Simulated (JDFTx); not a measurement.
# NaH (Fm-3m) in JDFTx: further runs

Runs on NaH. Level: PBEsol. Tasks: equation of state.

Everything below comes from runs of JDFTx 1.7.0 (patched build). Logs are shortened: lines on timing, memory, paths and dates and some standing lists are left out, and cuts for length are marked. The log counts tension as positive stress, the text compression.

### Step 1. Starting point

It takes space group Fm-3m (No. 225, cubic). Conventional cell: a = 4.880 Å, b = 4.880 Å, c = 4.880 Å, α = 90.00°, β = 90.00°, γ = 90.00°. Around Na (site symmetry m-3m) lie 6 H at 2.44 Å. H (site symmetry m-3m) has 6 Na at 2.44 Å as nearest neighbours.

### Step 2. Equation of state, PBEsol, 13.66 Å³/atom (volume scaled by 0.94)

NaH.in reads:

```
lattice Face-Centered Cubic 9.0336093696
coords-type Lattice
ion Na     0.0000000000     0.0000000000     0.0000000000 1
ion H      0.5000000000     0.5000000000     0.5000000000 1

ion-species pseudo/Na.upf
ion-species pseudo/H.upf
elec-cutoff 44 352
elec-ex-corr gga-PBEsol
kpoint-folding 9 9 9
elec-smearing Fermi 0.0018374661
elec-n-bands 10
electronic-SCF nIterations 100 energyDiffThreshold 1e-09
electronic-minimize nIterations 30 energyDiffThreshold 1e-7
forces-output-coords Cartesian

dump-name run.$VAR
dump End Ecomponents EigStats BandEigs Kpoints Forces Stress ElecDensity Dtot KEdensity
```

Potentials or basis: PseudoDojo-SR-PBEsol-0.4.1-standard with smoothed tails.

Command:

```console
> jdftx -c 1 -i NaH.in -o NaH.out
```

What it wrote:

```text
*************** JDFTx 1.7.0 (patched build) ***************

[... 9 lines left out ...]
---------- Initializing the Grid ----------
R =
[            0       4.5168       4.5168  ]
[       4.5168            0       4.5168  ]
[       4.5168       4.5168            0  ]
unit cell volume = 184.299
G =
[  -0.695534   0.695534   0.695534  ]
[   0.695534  -0.695534   0.695534  ]
[   0.695534   0.695534  -0.695534  ]
Minimum fftbox size, Smin = [  56  56  56  ]
Chosen fftbox size, S = [  56  56  56  ]

---------- Initializing tighter grid for wavefunction operations ----------
R =
[            0       4.5168       4.5168  ]
[       4.5168            0       4.5168  ]
[       4.5168       4.5168            0  ]
unit cell volume = 184.299
G =
[  -0.695534   0.695534   0.695534  ]
[   0.695534  -0.695534   0.695534  ]
[   0.695534   0.695534  -0.695534  ]
Minimum fftbox size, Smin = [  40  40  40  ]
Chosen fftbox size, S = [  40  40  40  ]

---------- Exchange Correlation functional ----------
Initalized PBEsol GGA exchange.
Initalized PBEsol GGA correlation.

---------- Setting up pseudopotentials ----------
Width of ionic core gaussian charges (only for fluid interactions / plotting) set to 0

Reading pseudopotential file 'pseudo/Na.upf':
  'Na' pseudopotential, 'PBESOL' functional
  Generated using ONCVPSP code by D. R. Hamann
  9 valence electrons, 3 orbitals, 4 projectors, 1001 radial grid points, with lMax = 1
    2S    l: 0   occupation:  2.0   eigenvalue: -2.079057
    2P    l: 1   occupation:  6.0   eigenvalue: -1.053074
    3S    l: 0   occupation:  1.0   eigenvalue: -0.099413
  Core radius for overlap checks: 1.48 bohrs.

Reading pseudopotential file 'pseudo/H.upf':
  'H' pseudopotential, 'PBESOL' functional
  Generated using ONCVPSP code by D. R. Hamann
  1 valence electrons, 1 orbitals, 3 projectors, 1001 radial grid points, with lMax = 1
    1S    l: 0   occupation:  1.0   eigenvalue: -0.232696
  Core radius for overlap checks: 0.96 bohrs.

Initialized 2 species with 2 total atoms.

Folded 1 k-points by 9x9x9 to 729 k-points.

---------- Setting up k-points, bands, fillings ----------
Reduced to 35 k-points under symmetry.
Computing the number of bands and number of electrons
Calculating initial fillings.
nElectrons:  10.000000   nBands: 10   nStates: 35

----- Setting up reduced wavefunction bases (one per k-point) -----
average nbasis = 2569.099 , ideal nbasis = 2569.194

---------- Setting up ewald sum ----------
Optimum gaussian width for ewald sums = 2.051455 bohr.
Real space sum over 1331 unit cells with max indices [  5  5  5  ]
Reciprocal space sum over 2197 terms with max indices [  6  6  6  ]

---------- Allocating electronic variables ----------
Initializing wave functions:  linear combination of atomic orbitals
Note: number of bands (10) exceeds available atomic orbitals (6)
Na pseudo-atom occupations:   s ( 2 1 )  p ( 6 )
H pseudo-atom occupations:   s ( 1 )
	FillingsUpdate:  mu: +0.164628765  nElectrons: 10.000000
LCAOMinimize: Iter:   0  F: -46.2045351948584511  |grad|_K:  2.535e-03  alpha:  1.000e+00
	FillingsUpdate:  mu: +0.100000000  nElectrons: 10.000000
LCAOMinimize: Iter:   1  F: -46.2126270877879790  |grad|_K:  4.175e-05  alpha:  7.074e-01  linmin:  1.803e-01  cgtest: -3.340e-01
	FillingsUpdate:  mu: +0.100000000  nElectrons: 10.000000
LCAOMinimize: Iter:   2  F: -46.2126293507321009  |grad|_K:  1.462e-05  alpha:  8.438e-01  linmin:  6.350e-04  cgtest:  3.516e-01
LCAOMinimize: Encountered beta<0, resetting CG.
	FillingsUpdate:  mu: +0.100000000  nElectrons: 10.000000
LCAOMinimize: Iter:   3  F: -46.2126296130434753  |grad|_K:  4.408e-07  alpha:  7.009e-01  linmin: -4.650e-04  cgtest:  2.431e-03
	FillingsUpdate:  mu: +0.100000000  nElectrons: 10.000000
LCAOMinimize: Iter:   4  F: -46.2126296133711705  |grad|_K:  3.354e-08  alpha:  9.635e-01  linmin:  1.065e-03  cgtest: -3.755e-03
LCAOMinimize: Converged (|Delta F|<1.000000e-06 for 2 iters).

-------- Electronic minimization -----------
Will mix electronic density at each iteration.
	FillingsUpdate:  mu: +0.100000000  nElectrons: 10.000000
	FillingsUpdate:  mu: +0.100000000  nElectrons: 10.000000
SCF: Cycle:  0   F: -46.221305764927905   dF: -8.676e-03   |Residual|: 2.443e-02   |deigs|: 1.420e-01
	FillingsUpdate:  mu: +0.100000000  nElectrons: 10.000000
SCF: Cycle:  1   F: -46.221532157179595   dF: -2.264e-04   |Residual|: 1.010e-02   |deigs|: 4.782e-03
	FillingsUpdate:  mu: +0.100000000  nElectrons: 10.000000
SCF: Cycle:  2   F: -46.221579364366541   dF: -4.721e-05   |Residual|: 1.283e-03   |deigs|: 1.732e-03
	FillingsUpdate:  mu: +0.100000000  nElectrons: 10.000000
SCF: Cycle:  3   F: -46.221579587488947   dF: -2.231e-07   |Residual|: 2.224e-04   |deigs|: 1.498e-04
	FillingsUpdate:  mu: +0.100000000  nElectrons: 10.000000
SCF: Cycle:  4   F: -46.221579611572167   dF: -2.408e-08   |Residual|: 3.729e-05   |deigs|: 1.282e-04
	FillingsUpdate:  mu: +0.100000000  nElectrons: 10.000000
SCF: Cycle:  5   F: -46.221579612181216   dF: -6.090e-10   |Residual|: 2.180e-05   |deigs|: 4.193e-05
	FillingsUpdate:  mu: +0.100000000  nElectrons: 10.000000
SCF: Cycle:  6   F: -46.221579612281303   dF: -1.001e-10   |Residual|: 1.972e-06   |deigs|: 3.534e-05
SCF: Converged (|Delta E|<1.000000e-09 for 2 iters).

Setting wave functions to eigenvectors of Hamiltonian

# Stress tensor in Cartesian coordinates [Eh/a0^3]:
[ -6.83456e-06            0            0  ]
[            0 -6.83456e-06            0  ]
[            0            0 -6.83456e-06  ]

# Ionic positions in lattice coordinates:
ion Na   0.000000000000000   0.000000000000000   0.000000000000000 1
ion H   0.500000000000000   0.500000000000000   0.500000000000000 1

# Forces in Cartesian coordinates:
force Na   0.000000000000000  -0.000000000000000   0.000000000000000 1
force H  -0.000000000000000   0.000000000000000  -0.000000000000000 1

# Energy components:
   Eewald =      -21.8945642776948084
       EH =       18.2215462353195932
     Eloc =      -48.8733118641059718
      Enl =      -14.9206823313065673
      Exc =       -7.1058112241640785
       KE =       28.3512438496705279
-------------------------------------
     Etot =      -46.2215796122813032

IonicMinimize: Iter:   0  F: -46.221579612281303  |grad|_K:  3.803e-41
IonicMinimize: Converged (|grad|_K<1.000000e-04).

#--- Lowdin population analysis ---
# oxidation-state Na +0.579
# oxidation-state H -0.555

Dumping 'run.eigStats' ...
	eMin: -1.801322 at state 0 ( [ +0.000000 +0.000000 +0.000000 ] spin 0 )
	HOMO: +0.031677 at state 33 ( [ +0.111111 +0.444444 -0.333333 ] spin 0 )
	mu  : +0.100000
	LUMO: +0.176266 at state 9 ( [ +0.000000 +0.111111 -0.444444 ] spin 0 )
	eMax: +0.718327 at state 22 ( [ +0.000000 +0.333333 -0.333333 ] spin 0 )
	HOMO-LUMO gap: +0.144589
	Optical gap  : +0.172324 at state 9 ( [ +0.000000 +0.111111 -0.444444 ] spin 0 )
Done!
[note: mu as printed may lie anywhere between the filled and the empty levels]
```

Run time: 14 s. Hardware: 1 thread of Intel Xeon 6975P-C (Granite Rapids), shared host; peak memory 0.09 GiB.

What came out:

| Property | Result |
| --- | --- |
| Free energy | -1257.7533 eV |
| Pressure | 0.2 GPa |
| Band gap on the k mesh | 3.93 eV, indirect (least direct gap 4.69 eV) |
| Loewdin charges | Na +0.58; H -0.56 e |

Caveat: an odd mesh through Γ misses points on the zone boundary, where band edges often lie.

### Step 3. Equation of state, PBEsol, 13.95 Å³/atom (volume scaled by 0.96)

NaH.in, as its differences from that of step 2:

```diff
@@ -1,2 +1,2 @@
-lattice Face-Centered Cubic 9.0336093696
+lattice Face-Centered Cubic 9.0972284328
 coords-type Lattice
@@ -17,2 +17,2 @@
 dump-name run.$VAR
-dump End Ecomponents EigStats BandEigs Kpoints Forces Stress ElecDensity Dtot KEdensity
+dump End Ecomponents EigStats BandEigs Kpoints Forces Stress
```

Potentials or basis: PseudoDojo-SR-PBEsol-0.4.1-standard with smoothed tails.

Command:

```console
> jdftx -c 1 -i NaH.in -o NaH.out
```

Run time: 17 s. Hardware: 1 thread of Intel Xeon 6975P-C (Granite Rapids), shared host; peak memory 0.09 GiB.

The run converged. Its results:

```yaml
Free_energy: -1257.7531 eV
Pressure: -0.3 GPa
Band_gap_on_the_k_mesh: 3.90 eV, indirect (least direct gap 4.64 eV)
Loewdin_charges: Na +0.58; H -0.55 e
```

Caveat: an odd mesh through Γ misses points on the zone boundary, where band edges often lie.

### Step 4. Equation of state, PBEsol, 14.24 Å³/atom (volume scaled by 0.98)

NaH.in, as its differences from that of step 3:

```diff
@@ -1,2 +1,2 @@
-lattice Face-Centered Cubic 9.0972284328
+lattice Face-Centered Cubic 9.1599699219
 coords-type Lattice
```

Command:

```console
> jdftx -c 1 -i NaH.in -o NaH.out
```

It took 16 s on 1 thread of Intel Xeon 6975P-C (Granite Rapids), shared host; peak memory 0.09 GiB.

Results (log left out):

```
Free energy            : -1257.7512 eV
Pressure               : -0.8 GPa
Band gap on the k mesh : 3.86 eV, indirect (least direct gap 4.60 eV)
Loewdin charges        : Na +0.57; H -0.55 e
```

Caveat: an odd mesh through Γ misses points on the zone boundary, where band edges often lie.

### Step 5. Equation of state, PBEsol, 14.53 Å³/atom

NaH.in, as its differences from that of step 4:

```diff
@@ -1,2 +1,2 @@
-lattice Face-Centered Cubic 9.1599699219
+lattice Face-Centered Cubic 9.2218634882
 coords-type Lattice
```

Command:

```console
> jdftx -c 1 -i NaH.in -o NaH.out
```

Run time: 16 s. Hardware: 1 thread of Intel Xeon 6975P-C (Granite Rapids), shared host; peak memory 0.09 GiB.

Results (log left out):

| Quantity | Value |
| --- | --- |
| Free energy | -1257.7477 eV |
| Pressure | -1.2 GPa |
| Band gap on the k mesh | 3.83 eV, indirect (least direct gap 4.55 eV) |
| Loewdin charges | Na +0.57; H -0.55 e |

Caveat: an odd mesh through Γ misses points on the zone boundary, where band edges often lie.

### Step 6. Equation of state, PBEsol, 14.82 Å³/atom (volume scaled by 1.02)

NaH.in, as its differences from that of step 5:

```diff
@@ -1,2 +1,2 @@
-lattice Face-Centered Cubic 9.2218634882
+lattice Face-Centered Cubic 9.2829372116
 coords-type Lattice
```

Potentials or basis: PseudoDojo-SR-PBEsol-0.4.1-standard with smoothed tails.

Command:

```console
> jdftx -c 1 -i NaH.in -o NaH.out
```

Wall time 16 s (1 thread of Intel Xeon 6975P-C (Granite Rapids), shared host); peak memory 0.09 GiB.

The run converged. Its results:

- Free energy: -1257.7428 eV
- Pressure: -1.5 GPa
- Band gap on the k mesh: 3.79 eV, indirect (least direct gap 4.51 eV)
- Loewdin charges: Na +0.57; H -0.55 e

Caveat: an odd mesh through Γ misses points on the zone boundary, where band edges often lie.

### Step 7. Equation of state, PBEsol, 15.11 Å³/atom (volume scaled by 1.04)

NaH.in, as its differences from that of step 6:

```diff
@@ -1,2 +1,2 @@
-lattice Face-Centered Cubic 9.2829372116
+lattice Face-Centered Cubic 9.3432177137
 coords-type Lattice
```

Command:

```console
> jdftx -c 1 -i NaH.in -o NaH.out
```

It took 17 s on 1 thread of Intel Xeon 6975P-C (Granite Rapids), shared host; peak memory 0.09 GiB.

Results (log left out):

| Quantity | Value |
| --- | --- |
| Free energy | -1257.7366 eV |
| Pressure | -1.9 GPa |
| Band gap on the k mesh | 3.76 eV, indirect (least direct gap 4.47 eV) |
| Loewdin charges | Na +0.57; H -0.55 e |

Caveat: an odd mesh through Γ misses points on the zone boundary, where band edges often lie.

### Step 8. Equation of state, PBEsol, 15.40 Å³/atom (volume scaled by 1.06)

NaH.in, as its differences from that of step 7:

```diff
@@ -1,2 +1,2 @@
-lattice Face-Centered Cubic 9.3432177137
+lattice Face-Centered Cubic 9.4027302591
 coords-type Lattice
```

Command:

```console
> jdftx -c 1 -i NaH.in -o NaH.out
```

It took 18 s on 1 thread of Intel Xeon 6975P-C (Granite Rapids), shared host; peak memory 0.11 GiB.

Results (log left out):

| Property | Result |
| --- | --- |
| Free energy | -1257.7293 eV |
| Pressure | -2.2 GPa |
| Band gap on the k mesh | 3.73 eV, indirect (least direct gap 4.43 eV) |
| Loewdin charges | Na +0.57; H -0.54 e |

Caveat: an odd mesh through Γ misses points on the zone boundary, where band edges often lie.

### Step 9. Equation of state, PBEsol

Potentials or basis: PseudoDojo-SR-PBEsol-0.4.1-standard with smoothed tails.

No new run: the results of the series are fitted here.

Results:

| Property | Result |
| --- | --- |
| Equilibrium volume | 13.77 Å³/atom |
| Bulk modulus | 24 GPa |
| Pressure derivative of the bulk modulus | 3.7 |

Energy against volume, from the lowest point:
```
volume (Å³/atom)  energy (meV/atom)
          13.655               0.00
          13.946               0.09
          14.236               1.04
          14.527               2.78
          14.817               5.23
          15.108               8.31
          15.398              11.99
```

### Step 10. For comparison

An earlier run on the cell as given: functional PBEsol; potentials or basis PseudoDojo-SR-PBEsol-0.4.1-standard with smoothed tails; cutoff 1197 eV; density cutoff 9578 eV; k mesh 9 × 9 × 9; occupations fermi-dirac, width 0.05 eV; no spin polarisation.

* Pressure: -1.2 GPa
* Band gap on the k mesh: 3.83 eV, indirect (least direct gap 4.55 eV)
* Loewdin charges: Na +0.57; H -0.55 e
